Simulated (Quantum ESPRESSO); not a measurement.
CsI:

```xyz
2
Lattice="4.5667 0.0000 0.0000 0.0000 4.5667 0.0000 0.0000 0.0000 4.5667" Properties=species:S:1:pos:R:3 pbc="T T T"
Cs    0.0000    0.0000    0.0000
I     2.2833    2.2833    2.2833
```

Base run:

```yaml
Program: Quantum ESPRESSO 7.5
Functional: LDA
Potentials_or_basis: PseudoDojo 0.4.1 SR LDA standard
Cutoff: 952 eV
Density_cutoff: 3810 eV
k_mesh: 6 × 6 × 6
Occupations: fermi-dirac, width 0.05 eV
Spin: no spin polarisation
```

Its results: band gap on the k mesh 3.53 eV, indirect (least direct gap 3.61 eV); pressure -1.4 GPa.

Question: The run is repeated on the same cell with these changes: functional from LDA to PBEsol; potentials or basis from PseudoDojo 0.4.1 SR LDA standard to PseudoDojo 0.4.1 SR PBEsol standard. What comes out?

Answer: Band gap on the k mesh 3.71 eV, indirect (least direct gap 3.80 eV); pressure -0.5 GPa.

Caveats: spin-orbit coupling is left out, which moves the levels of the heavy elements.
